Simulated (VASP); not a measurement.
Here is a VASP 6.6.1 calculation.

The input INCAR:

```
PREC     = Accurate       # precision mode
ENCUT    = 520            # plane-wave cutoff, eV
EDIFF    = 1E-6           # SCF threshold, eV
ISMEAR   = 0              # smearing method
SIGMA    = 0.014          # smearing width, eV
LREAL    = False          # projectors in reciprocal space
LASPH    = True           # aspherical terms in the spheres
NELM     = 60             # most SCF steps
ALGO     = Normal         # electronic algorithm
ISIF     = 2              # what is computed and relaxed
LWAVE    = False          # write WAVECAR
LCHARG   = False          # write CHGCAR
GGA      = PE             # functional
```

KPOINTS

```
regular mesh
0
Gamma
  8 8 5
```

POSCAR

```
ZrSe2
1.0
    3.7980000000      0.0000000000      0.0000000000
   -1.8990000000      3.2891644836      0.0000000000
    0.0000000000      0.0000000000      6.1920000000
Zr Se
1 2
Direct
    0.0000000000      0.0000000000      0.0000000000
    0.6666666667      0.3333333333      0.7500000000
    0.3333333333      0.6666666667      0.2500000000
```

Potentials or basis: VASP PAW PBE potentials, release 64 (Zr_sv, Se).

Command:

```console
$ cat potpaw_PBE.64/Zr_sv/POTCAR potpaw_PBE.64/Se/POTCAR > POTCAR
$ mpirun -np 1 vasp_std > vasp.out
```

Problem. Predict the band gap on the k mesh.

Solution. 0.41 eV, indirect (least direct gap 1.05 eV).

Problem. Predict the largest force.

Solution. 0.300 eV/Å.

Forces on the atoms (eV/Å):
```
Zr   0.000  0.000  0.000
Se   0.000  0.000 -0.300
Se   0.000  0.000  0.300
```

Caveat: an odd mesh through Γ misses points on the zone boundary, where band edges often lie.

The gap isn't set beside the measured one, since this odd mesh misses points on the zone boundary.
